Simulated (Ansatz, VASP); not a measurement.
# One calculation of InPd, two programs

File INCAR:

```
SYSTEM = InPd
  ALGO = Normal
  EDIFF = 1E-7
  ENCUT = 520
  GGA = PS
  ISIF = 2
  ISMEAR = 0
  LASPH = .TRUE.
  LCHARG = .TRUE.
  LELF = .TRUE.
  LREAL = .FALSE.
  LVHAR = .TRUE.
  LWAVE = .FALSE.
  NBANDS = 18
  NELM = 80
  PREC = Accurate
  SIGMA = 0.15
```

Contents of KPOINTS:

```
k-points
0
G
  16 16 16
  0 0 0
```

Contents of POSCAR:

```
InPd
1.0
    3.2718847800      0.0000000000      0.0000000000
    0.0000000000      3.2718847800      0.0000000000
    0.0000000000      0.0000000000      3.2718847800
In Pd
1 1
Direct
    0.0000000000      0.0000000000      0.0000000000
    0.5000000000      0.5000000000      0.5000000000
```

Input for Ansatz:

```yaml
crystal:
  lattice:
    - [3.27188478, 0.0, 0.0]
    - [0.0, 3.27188478, 0.0]
    - [0.0, 0.0, 3.27188478]
  atoms:
    - { symbol: In, position: [0.0, 0.0, 0.0] }
    - { symbol: Pd, position: [0.5, 0.5, 0.5] }
basis:
  ecutwfc: 420
kpoints:
  mp_grid: { grid: [16, 16, 16] }
hamiltonian:
  xc: pbesol
scf:
  occupations: { method: gaussian, width: 0.15 }
output:
  forces: true
  stress: true
  eigenvalues: true
```

The cell comes from a database or a generator and needn't be the stable form of this composition.

Alike in both runs: task single point; functional PBEsol; k mesh 16 × 16 × 16; occupations gaussian, width 0.15 eV; no spin polarisation.

|  | VASP | Ansatz |
| --- | --- | --- |
| version | VASP 6.6.1 | Ansatz 0.2.0 |
| potentials or method | VASP PAW PBE potentials, release 64 (In_d, Pd) | scalar-relativistic, plane waves, PAW |
| plane-wave cutoff (eV) | 520 | 420 |
| valence electrons in the cell | 23 | 31 |

|  | VASP | Ansatz | Ansatz less VASP |
| --- | --- | --- | --- |
| gap on the k mesh at the Fermi level (eV) | none | none | - |
| pressure (GPa) | -2.8 | -2.9 | -0.08 |

A gap of «none» marks a metal or a gap that the smearing closes. The two sets of potentials don't hold the same shells in valence.

Caveats: the PAW data sets were made with another functional, which shifts forces and pressure a little (VASP).
